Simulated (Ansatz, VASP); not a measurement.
## Mg2B3 in VASP and in Ansatz

```
CELL_PARAMETERS angstrom
3.88771 0.00000 0.00000
-1.94385 3.36685 0.00000
0.00000 0.00000 4.66964
ATOMIC_POSITIONS crystal
Mg 0.66667 0.33333 0.50000
Mg 0.33333 0.66667 0.00000
B 0.00000 0.00000 0.67392
B 0.00000 0.00000 0.32608
B 0.66667 0.33333 0.00000
```

Change from the starting cell: species swapped into the Fe3Ge2 type (P-6m2, No. 187).

Alike in both runs: functional PBE; k mesh 6 × 6 × 4; occupations gaussian, width 0.1 eV; no spin polarisation.

Ansatz relaxed the structure, and its values are those at the end. VASP's run is a single point on that final structure, the one shown.

|  | VASP | Ansatz |
| --- | --- | --- |
| version | VASP 6.6.1 | Ansatz 0.2.0 |
| potentials or method | VASP PAW PBE potentials, release 64 (Mg, B) | scalar-relativistic, plane waves, PAW |
| plane-wave cutoff (eV) | 520 | 420 |
| valence electrons in the cell | 13 | 29 |

Ansatz gave:

```
gap on the k mesh at the Fermi level (eV) : none
pressure (GPa)                            : 0.1
rms of the force components (eV/Å)        : 0.000
```

Problem. Which values does VASP return?

Solution. gap on the k mesh at the Fermi level (eV): none; pressure (GPa): 0.0; rms of the force components (eV/Å): 0.007.

A gap of «none» marks a metal or a gap that the smearing closes. The two sets of potentials don't hold the same shells in valence.
